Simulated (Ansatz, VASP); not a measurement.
GaSb: VASP beside Ansatz

```
Sb Ga
1.0
    -1.56621    2.69272    2.91247
     1.56621   -2.69272    2.91247
     1.56621    2.69272   -2.91247
Sb Ga
1 1
Cartesian
  0.0000 0.0000 2.9125
  0.0000 0.0000 0.0000
```

Change from the starting cell: volume scaled by 1.02.

Alike in both runs: task single point; functional PBEsol; k mesh 10 × 10 × 10; occupations fermi-dirac, width 0.05 eV; no spin polarisation.

|  | VASP | Ansatz |
| --- | --- | --- |
| version | VASP 6.6.1 | Ansatz 0.2.0 |
| potentials or method | VASP PAW PBE potentials, release 64 (Sb, Ga_d), cutoff 520 eV | all-electron LAPW, scalar-relativistic |

```tsv
	VASP	Ansatz	Ansatz less VASP
gap on the k mesh at the Fermi level (eV)	none	none	-
pressure (GPa)	-4.1	-4.0	+0.08
largest component of the traceless stress (GPa)	0.93	0.93	-0.001
```

A gap of «none» marks a metal or a gap that the smearing closes. Ansatz ran all-electron here, so the differences hold the error of VASP's frozen core and of both bases.

Caveats: the PAW data sets were made with another functional, which shifts forces and pressure a little (VASP). Spin-orbit coupling is left out, which matters for the levels of Sb.
